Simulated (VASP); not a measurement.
# AlN (P6_3mc) in VASP: notebook

Aim: see how the results for AlN move with the level of theory and the settings. Levels: PBE, HSE06. Tasks: band structure.

All numbers are computed with VASP 6.6.1; they aren't measurements. Logs are shortened: lines on timing, memory, paths and dates and some standing lists are left out, and cuts for length are marked.

**Measured values to compare with.**

“Self-assembly of well-separated AlN nanowires directly on sputtered metallic TiN films”, 2019, arxiv:1910.07391 quotes, for a bulk crystal of AlN at 10 K: band gap 6.034 eV (an exciton energy, a little under the gap).

“Structural and optical properties of self-assembled AlN nanowires grown on SiO2/Si substrates by molecular beam epitaxy”, 2024, arxiv:2402.00216 quotes, for a bulk crystal of AlN at 0 K: band gap 6.0343 eV (an exciton energy, a little under the gap).

How close the calculation comes is told below.

## 1. Starting point

It takes space group P6_3mc (No. 186, hexagonal). Conventional cell: a = 3.128 Å, b = 3.128 Å, c = 5.016 Å, α = 90.00°, β = 90.00°, γ = 120.00°. Around Al (site symmetry 3m) lie 4 N at 1.90 to 1.91 Å. Around N (site symmetry 3m) lie 4 Al at 1.90 to 1.91 Å.

## 2. Band structure, PBE

The input, INCAR:

```
PREC     = Accurate       # precision mode
ENCUT    = 520            # plane-wave cutoff, eV
EDIFF    = 1E-6           # SCF threshold, eV
ISMEAR   = 0              # smearing method
SIGMA    = 0.03           # smearing width, eV
LREAL    = False          # projectors in reciprocal space
LASPH    = True           # aspherical terms in the spheres
NELM     = 80             # most SCF steps
ALGO     = Fast           # electronic algorithm
ISIF     = 2              # what is computed and relaxed
LWAVE    = False          # write WAVECAR
LCHARG   = False          # write CHGCAR
GGA      = PE             # functional
NBANDS   = 16             # bands
KPAR     = 4
```

The input, KPOINTS:

```
regular mesh
0
Gamma
  6 6 4
```

The input, POSCAR:

```
AlN                                     
1.0
    3.1278661650     -0.0000000000      0.0000000000
   -1.5639330826      2.7088115565      0.0000000000
    0.0000000000      0.0000000000      5.0159256222
  Al              N             
     2     2
Direct
     0.3333333300000021    0.6666666699999979    0.9992990152398028
     0.6666666699999979    0.3333333300000021    0.4992990152398029
     0.3333333300000021    0.6666666699999979    0.3807009847601997
     0.6666666699999979    0.3333333300000021    0.8807009847601998
```

The input, KPOINTS_OPT:

```
explicit points
6
Reciprocal
 0.0000000000  0.0000000000  0.0000000000 1
 0.0000000000  0.0000000000  0.5000000000 1
 0.3333333333  0.3333333333  0.5000000000 1
 0.3333333333  0.3333333333  0.0000000000 1
 0.5000000000  0.0000000000  0.5000000000 1
 0.5000000000  0.0000000000  0.0000000000 1
```

Potentials or basis: VASP PAW PBE potentials, release 64 (Al, N).

Run with:

```sh
cat potpaw_PBE.64/Al/POTCAR potpaw_PBE.64/N/POTCAR > POTCAR
mpirun -np 4 vasp_std > vasp.out
```

OUTCAR:

```text
PREC = Accurate
   ENCUT = 520
   EDIFF = 1E-6
   ISMEAR = 0
   LREAL = False
   LASPH = True
   NELM = 80
   ISIF = 2
   GGA = PE

 ion  position               nearest neighbor table
   1  0.333  0.667  0.999-   4 1.90   4 1.90   4 1.90   3 1.91   2 3.09   2 3.09   2 3.09   2 3.09
                             2 3.09   2 3.09
   2  0.667  0.333  0.499-   3 1.90   3 1.90   3 1.90   4 1.91   1 3.09   1 3.09   1 3.09   1 3.09
                             1 3.09   1 3.09
   3  0.333  0.667  0.381-   2 1.90   2 1.90   2 1.90   1 1.91
   4  0.667  0.333  0.881-   1 1.90   1 1.90   1 1.90   2 1.91

  LATTYP: Found a hexagonal cell.
 ALAT       =     3.1278661650
 C/A-ratio  =     1.6036253975

  Lattice vectors:

 A1 = (   3.1278661650,   0.0000000000,   0.0000000000)
 A2 = (  -1.5639330826,   2.7088115565,   0.0000000000)
 A3 = (   0.0000000000,   0.0000000000,   5.0159256222)

Analysis of symmetry for initial positions (statically):
=====================================================================
 Subroutine PRICEL returns:
 Original cell was already a primitive cell.

 Routine SETGRP: Setting up the symmetry group for a
 hexagonal supercell.

 Subroutine GETGRP returns: Found 12 space group operations
 (whereof  6 operations were pure point group operations)
 out of a pool of 24 trial point group operations.

The static configuration has the point symmetry C_3v.
 The point group associated with its full space group is C_6v.

Analysis of symmetry for dynamics (positions and initial velocities):
=====================================================================
 Subroutine PRICEL returns:
 Original cell was already a primitive cell.

 Routine SETGRP: Setting up the symmetry group for a
 hexagonal supercell.

 Subroutine GETGRP returns: Found 12 space group operations
 (whereof  6 operations were pure point group operations)
 out of a pool of 24 trial point group operations.

The dynamic configuration has the point symmetry C_3v.
 The point group associated with its full space group is C_6v.

 Subroutine INISYM returns: Found 12 space group operations
 (whereof  6 operations are pure point group operations),
 and found     1 'primitive' translations

----------------------------------------------------------------------------------------

                                     Primitive cell

  volume of cell :      42.4989

  direct lattice vectors                    reciprocal lattice vectors
     3.127866165  0.000000000  0.000000000     0.319706774  0.184582792  0.000000000
    -1.563933083  2.708811557  0.000000000     0.000000000  0.369165584  0.000000000
     0.000000000  0.000000000  5.015925622     0.000000000  0.000000000  0.199364998

  length of vectors
     3.127866165  3.127866163  5.015925622     0.369165584  0.369165584  0.199364998

  position of ions in fractional coordinates (direct lattice)
     0.333333330  0.666666670  0.999299015
     0.666666670  0.333333330  0.499299015
     0.333333330  0.666666670  0.380700985
     0.666666670  0.333333330  0.880700985

  ion indices of the primitive-cell ions
   primitive index   ion index
                 1           1
                 2           2
                 3           3
                 4           4

----------------------------------------------------------------------------------------

 KPOINTS: regular mesh

Automatic generation of k-mesh.
 Grid dimensions read from file:
 generate k-points for:    6    6    4

 Generating k-lattice:

  Cartesian coordinates                     Fractional coordinates (reciprocal lattice)
     0.053284462  0.030763799  0.000000000     0.166666667  0.000000000  0.000000000
     0.000000000  0.061527597  0.000000000     0.000000000  0.166666667  0.000000000
     0.000000000  0.000000000  0.049841249     0.000000000  0.000000000  0.250000000

  Length of vectors
     0.061527597  0.061527597  0.049841249

  Shift w.r.t. Gamma in fractional coordinates (k-lattice)
     0.000000000  0.000000000  0.000000000

 Subroutine IBZKPT returns following result:
 ===========================================

 Found     21 irreducible k-points:

 Following reciprocal coordinates:
            Coordinates               Weight
  0.000000  0.000000  0.000000      1.000000
  0.166667 -0.000000  0.000000      6.000000
  0.333333 -0.000000  0.000000      6.000000
  0.500000 -0.000000  0.000000      3.000000
  0.166667  0.166667  0.000000      6.000000
  0.333333  0.166667  0.000000     12.000000
[... 13 lines left out ...]
  0.333333  0.166667  0.500000     12.000000
  0.333333  0.333333  0.500000      2.000000
   k-points           NKPTS =     21   k-points in BZ     NKDIM =     21   number of bands    NBANDS=     16
   number of dos      NEDOS =    301   number of ions     NIONS =      4
   total plane-waves  NPLWV =  23040
   dimension x,y,z NGX =    24 NGY =   24 NGZ =   40
   dimension x,y,z NGXF=    48 NGYF=   48 NGZF=   80
   ions per type =               2   2
   NGX,Y,Z   is equivalent  to a cutoff of  12.76, 12.76, 13.26 a.u.
   NGXF,Y,Z  is equivalent  to a cutoff of  25.51, 25.51, 26.51 a.u.
 SYSTEM =  unknown system
   PREC   = accura    normal or accurate (medium, high low for compatibility)
   ISTART =      0    job   : 0-new  1-cont  2-samecut
   ICHARG =      2    charge: 1-file 2-atom 10-const
   ISPIN  =      1    spin polarized calculation?
   LNONCOLLINEAR =      F non collinear calculations
   LSORBIT =      F    spin-orbit coupling
   LASPH  =      T    aspherical Exc in radial PAW
   ENCUT  =  520.0 eV  38.22 Ry    6.18 a.u.   5.82  5.82  9.33*2*pi/ulx,y,z
   NELM   =     80;   NELMIN=  2; NELMDL= -5     # of ELM steps
   EDIFF  = 0.1E-05   stopping-criterion for ELM
   LREAL  =      F    real-space projection
   EDIFFG = 0.1E-04   stopping-criterion for IOM
   NSW    =      0    number of steps for IOM
   IBRION =     -1    ionic relax: 0-MD 1-quasi-New 2-CG
   NFREE  =      0    steps in history (QN), initial steepest desc. (CG)
   ISIF   =      2    stress and relaxation
   ISYM   =      2    0-nonsym 1-usesym 2-fastsym
   POTIM  = 0.5000    time-step for ionic-motion
   TEBEG  =    0.0;   TEEND  =   0.0 temperature during run
   PSTRESS=    0.0 pullay stress
   NELECT =      16.0000    total number of electrons
   NUPDOWN=      -1.0000    fix difference up-down
   EMIN   =  10.00;   EMAX   =-10.00  energy-range for DOS
   EFERMI =   0.00;   METHOD = LEGACY
   ISMEAR =     0;   SIGMA  =   0.03  broadening in eV -4-tet -1-fermi 0-gaus
   EFERMI_NEDOS =   21; number of points for ismear=-14 and -15
   IALGO  =     68    algorithm
   IMIX   =      4    mixing-type and parameters
     AMIX     =   0.40;   BMIX     =  1.00
     AMIX_MAG =   1.60;   BMIX_MAG =  1.00
  volume/ion in A,a.u.               =      10.62        71.70
  Fermi-wavevector in a.u.,A,eV,Ry     =   1.182103  2.233852 19.012353  1.397369
  Thomas-Fermi vector in A             =   2.318364
   LORBIT       =      0    0 simple, 1 ext, 2 COOP (PROOUT), +10 PAW based schemes
   GGA     = PE    functional components
   LHFCALC =     F    Hartree Fock is set to
   AEXX    =    0.0000 exact exchange contribution
   IVDW    =     0    specifies the selected vdW correction
   LEPSILON=     F    determine dielectric tensor
   LRPA    =     F    only Hartree local field effects (RPA)
 non-spin polarized calculation
 RMM-DIIS sequential band-by-band and
 Gauss-broadening in eV      SIGMA  =   0.03
  energy-cutoff  :      520.00
  volume of cell :       42.50
 maximum number of plane-waves:      1170
 NGX is ok and might be reduce to    24
   NGX = 11   NGY = 11   NGZ = 19

 number of electron      15.9999998 magnetization

 Free energy of the ion-electron system (eV)
  ---------------------------------------------------
  ext. energy  EPLUGINS =         0.00000000
  ---------------------------------------------------
  free energy    TOTEN  =       -29.77910851 eV

  energy without entropy =      -29.77910851  energy(sigma->0) =      -29.77910851

 E-fermi :   6.1017     XC(G=0): -10.8351

 val. band max:        5.9804587595   @ k =   0.0000   0.0000   0.0000
 cond. band min:      10.0428047849   @ k =   0.0000   0.0000   0.0000
 fundamental gap:      4.0623460254
 Fermi energy:         6.1017371148

 k-point     1 :       0.0000    0.0000    0.0000
  band No.  band energies     occupation
      1      -9.0954      2.00000
      2      -7.0079      2.00000
      3       0.0673      2.00000
      4       5.1398      2.00000
      5       5.1398      2.00000
      6       5.7820      2.00000
[... 8 lines left out ...]
     15      18.9689      0.00000
     16      18.9689      0.00000

 k-point     2 :       0.1667   -0.0000    0.0000
  band No.  band energies     occupation
      1      -8.7556      2.00000
      2      -6.8240      2.00000
      3       0.4780      2.00000
      4       3.7340      2.00000
      5       4.4941      2.00000
      6       4.7541      2.00000
[... 8 lines left out ...]
     15      18.2241      0.00000
     16      18.6798      0.00000

 k-point     3 :       0.3333   -0.0000    0.0000
  band No.  band energies     occupation
      1      -7.8802      2.00000
      2      -6.4974      2.00000
      3       1.5232      2.00000
      4       1.6273      2.00000
      5       2.6894      2.00000
      6       4.1719      2.00000
[... 8 lines left out ...]
     15      17.8982      0.00000
     16      20.2209      0.00000
[... 305 lines left out ...]
 k-point    20 :       0.3333    0.1667    0.5000
  band No.  band energies     occupation
      1      -6.8326      2.00000
      2      -6.8326      2.00000
      3       0.8908      2.00000
      4       0.8908      2.00000
      5       3.4004      2.00000
      6       3.4004      2.00000
[... 8 lines left out ...]
     15      19.2905      0.00000
     16      19.2905      0.00000

 k-point    21 :       0.3333    0.3333    0.5000
  band No.  band energies     occupation
      1      -6.6140      2.00000
      2      -6.6140      2.00000
      3       1.2009      2.00000
      4       1.2009      2.00000
      5       2.1901      2.00000
      6       2.1901      2.00000
[... 8 lines left out ...]
     15      19.7090      0.00000
     16      19.7090      0.00000

------------------------ aborting loop because EDIFF is reached ----------------------------------------

  FORCE on cell =-STRESS in cart. coord.  units (eV):
  Direction    XX          YY          ZZ          XY          YZ          ZX
  --------------------------------------------------------------------------------------
  -------------------------------------------------------------------------------------
  Total        0.0255441      0.0255441      0.0156422     -0.0000000      0.0000000     -0.0000000
  in kB        0.9629926      0.9629926      0.5896994     -0.0000000      0.0000000     -0.0000000
  external PRESSURE =       0.8385615 kB  Pullay stress =       0.0000000 kB

 VOLUME and BASIS-vectors are now :
 -----------------------------------------------------------------------------
  energy-cutoff  :      520.00
  volume of cell :       42.50
      direct lattice vectors                 reciprocal lattice vectors
     3.127866165  0.000000000  0.000000000     0.319706774  0.184582792  0.000000000
    -1.563933083  2.708811557  0.000000000     0.000000000  0.369165584  0.000000000
     0.000000000  0.000000000  5.015925622     0.000000000  0.000000000  0.199364998

 POSITION                                       TOTAL-FORCE (eV/Angst)
 -----------------------------------------------------------------------------------
     -0.00000      1.80587      5.01241        -0.000000     -0.000000     -0.005825
      1.56393      0.90294      2.50445        -0.000000      0.000000     -0.005825
     -0.00000      1.80587      1.90957         0.000000     -0.000000      0.005825
      1.56393      0.90294      4.41753        -0.000000      0.000000      0.005825
 -----------------------------------------------------------------------------------
    total drift:                               -0.000009      0.000005      0.000820

  FREE ENERGIE OF THE ION-ELECTRON SYSTEM (eV)
  ---------------------------------------------------
  free  energy   TOTEN  =       -29.7791085148 eV

  energy  without entropy=      -29.7791085148  energy(sigma->0) =      -29.77910851
```

It took 5.7 s on 4 MPI ranks of Intel Xeon Platinum 8259CL at 2.50GHz (Skylake/Cascade Lake), shared host; peak memory 0.16 GiB.

Results:

```yaml
Free_energy: -29.7791 eV
Pressure: 0.1 GPa
Largest_force: 0.006 eV/Å
Band_gap_on_the_k_mesh: 4.06 eV, direct
Band_gap_along_the_path: 4.06 eV, direct
```

Forces on the atoms (eV/Å):
```
Al   0.000  0.000 -0.006
Al   0.000  0.000 -0.006
N    0.000  0.000  0.006
N    0.000  0.000  0.006
```

## 3. Band structure, HSE06

POSCAR is that of step 2.

The input, INCAR.step1:

```
PREC     = Accurate       # precision mode
ENCUT    = 520            # plane-wave cutoff, eV
EDIFF    = 1E-5           # SCF threshold, eV
ISMEAR   = 0              # smearing method
SIGMA    = 0.03           # smearing width, eV
LREAL    = False          # projectors in reciprocal space
LASPH    = True           # aspherical terms in the spheres
NELM     = 80             # most SCF steps
ALGO     = Normal         # electronic algorithm
ISIF     = 2              # what is computed and relaxed
LWAVE    = True           # write WAVECAR
LCHARG   = False          # write CHGCAR
NBANDS   = 16             # bands
KPAR     = 4            
GGA      = PE             # functional
```

The input, INCAR.step2:

```
PREC     = Accurate       # precision mode
ENCUT    = 520            # plane-wave cutoff, eV
EDIFF    = 1E-6           # SCF threshold, eV
ISMEAR   = 0              # smearing method
SIGMA    = 0.03           # smearing width, eV
LREAL    = False          # projectors in reciprocal space
LASPH    = True           # aspherical terms in the spheres
NELM     = 80             # most SCF steps
ALGO     = Normal         # electronic algorithm
ISIF     = 2              # what is computed and relaxed
LWAVE    = False          # write WAVECAR
LCHARG   = False          # write CHGCAR
GGA      = PE             # functional
LHFCALC  = True           # exact exchange
HFSCREEN = 0.2            # screening, 1/A
PRECFOCK = Fast         
NBANDS   = 16             # bands
KPAR     = 4            
ISTART   = 1
```

KPOINTS is that of step 2.

KPOINTS_OPT is that of step 2.

Potentials or basis: VASP PAW PBE potentials, release 64 (Al, N).

Run with:

```sh
cat potpaw_PBE.64/Al/POTCAR potpaw_PBE.64/N/POTCAR > POTCAR
cp INCAR.step1 INCAR
mpirun -np 4 vasp_std > vasp.out
cp INCAR.step2 INCAR
mpirun -np 4 vasp_std > vasp.out
```

Run time: 6.4 min. Hardware: 4 MPI ranks of Intel Xeon Platinum 8259CL at 2.50GHz (Skylake/Cascade Lake), shared host; peak memory 0.29 GiB.

The run converged. Its results:

```
Free energy             : -34.9448 eV
Pressure                : -5.1 GPa
Largest force           : 0.004 eV/Å
Band gap on the k mesh  : 5.42 eV, direct
Band gap along the path : 5.42 eV, direct
```

Forces on the atoms (eV/Å):
```
Al   0.000  0.000 -0.004
Al   0.000  0.000 -0.004
N    0.000  0.000  0.004
N    0.000  0.000  0.004
```

Levels at points of the mesh, in eV from the valence-band top:
| k point | band 4 | band 5 | band 6 | band 7 | band 8 | band 9 | band 10 | band 11 | band 12 | band 13 |
| --- | --- | --- | --- | --- | --- | --- | --- | --- | --- | --- |
| (0.00, 0.00, 0.00) | -0.93 | -0.93 | -0.22 | -0.22 | 0.00 | 5.42 | 8.00 | 12.33 | 12.67 | 12.67 |
| (0.50, 0.00, 0.00) | -4.49 | -3.59 | -2.26 | -1.87 | -0.76 | 7.14 | 7.14 | 9.59 | 11.96 | 12.42 |
| (0.00, 0.00, 0.50) | -3.56 | -0.59 | -0.59 | -0.59 | -0.59 | 7.81 | 7.81 | 11.87 | 11.87 | 12.99 |
| (0.50, 0.00, 0.50) | -6.01 | -1.59 | -1.59 | -1.47 | -1.47 | 6.60 | 6.60 | 10.70 | 10.70 | 13.57 |

Caveat: the PAW data sets were made with another functional, which shifts forces and pressure a little.

## 4. Comparison with measurements

Step 2. A measured gap of AlN is 6.034 eV (an exciton energy, a little under the gap; 10 K; quoted in “Self-assembly of well-separated AlN nanowires directly on sputtered metallic TiN films”, 2019, arxiv:1910.07391); the calculated 4.06 eV misses it by -1.97 eV. 2 values of this kind are on record (6.034 to 6.0343 eV); this one was drawn at random. The value is that of PBE, without temperature or zero-point motion. Semilocal functionals fall short of measured gaps as a rule.

Step 3. A measured gap of AlN is 6.0343 eV (an exciton energy, a little under the gap; 0 K; quoted in “Structural and optical properties of self-assembled AlN nanowires grown on SiO2/Si substrates by molecular beam epitaxy”, 2024, arxiv:2402.00216); the calculated 5.42 eV misses it by -0.62 eV. 2 values of this kind are on record (6.034 to 6.0343 eV); this one was drawn at random. The value is that of HSE06, without temperature or zero-point motion.
